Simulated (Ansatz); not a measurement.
Ga, DFT, PBEsol, all-electron LAPW, scalar-relativistic (Ansatz 0.2.0), run on 1 thread of Arm Neoverse V1 on a shared host.

The geometry is COD entry 9011089, unchecked; take it as a test cell. The listed cell was then made from it by scaling, straining or moving an atom.

Command: `ansatz run input.yaml --threads 1 --pin off --max-ram 3072MiB --backend cpu --events-out ev --progress --plain --runs-dir out`

```yaml
crystal:
  lattice:
    - [1.3628675, -4.019585, -0.0132175]
    - [1.4031325, 4.033415, 0.0270475]
    - [-0.10080035, 0.0160624, 3.32934275]
  atoms:
    - { symbol: Ga, position: [0.869, 0.131, 0.25] }
    - { symbol: Ga, position: [0.131, 0.869, 0.75] }
kpoints:
  mp_grid: { grid: [14, 14, 11] }
  band_path:
    path:
      - [0.0, 0.0, 0.0]
      - [0.5, -0.5, 0.0]
      - [0.0, 0.0, -0.5]
      - [0.0, 0.0, 0.0]
      - [0.0, 0.5, 0.0]
      - [0.5, 0.0, -0.5]
      - [0.0, 0.0, 0.0]
      - [0.0, 0.5, -0.5]
      - [0.5, 0.0, 0.0]
    npoints: 5
scf:
  occupations: { method: fermi_dirac, width: 0.03 }
hamiltonian:
  xc: pbesol
  pseudopotentials: { kind: all_electron, lapw: { basis_error: 0.0005 } }
output:
  forces: true
  stress: true
  eigenvalues: true
```

**Question.** How large is the problem that the program sets up?

**Answer.** 1080 irreducible k-points, 389 plane waves at Γ, 26 bands.

**Question.** About how long does it take, and how much memory does it use?

**Answer.** 4 min of wall time for 8 SCF iterations, with a peak of 2.4 GiB. Times on shared machines scatter by tens of per cent.
